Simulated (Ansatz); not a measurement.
K:

```xyz
1
Lattice="-2.6976 2.6976 2.6976 2.6976 -2.6976 2.6976 2.6976 2.6976 -2.6976" Properties=species:S:1:pos:R:3 pbc="T T T"
K     0.0000    0.0000    0.0000
```

Base run:

| Property | Result |
| --- | --- |
| Program | Ansatz 0.2.0 |
| Functional | RPBE |
| Potentials or basis | Ansatz PAW |
| Cutoff | 420 eV |
| Density cutoff | 1680 eV |
| k mesh | 7 × 7 × 7 |
| Occupations | gaussian, width 0.05 eV |
| Spin | no spin polarisation |

Its results: band gap on the k mesh none (metal or under the smearing width); pressure 0.1 GPa.

Problem. The run is repeated on the same cell with these changes: functional from RPBE to revPBE; dispersion from none to D3(BJ). What comes out?

Solution. Band gap on the k mesh none (metal or under the smearing width); pressure -0.3 GPa.

Several settings changed at once, so the effect can't be laid on one alone.

Caveats: the potentials were made for another functional, which shifts forces and pressure; the PAW data sets come from PBE, with cores solved anew for the run's functional, which leaves a small shift of forces and pressure; pairwise dispersion overbinds metals, which lowers pressure and volume (some runs).

Not every run made on this cell is shown here.
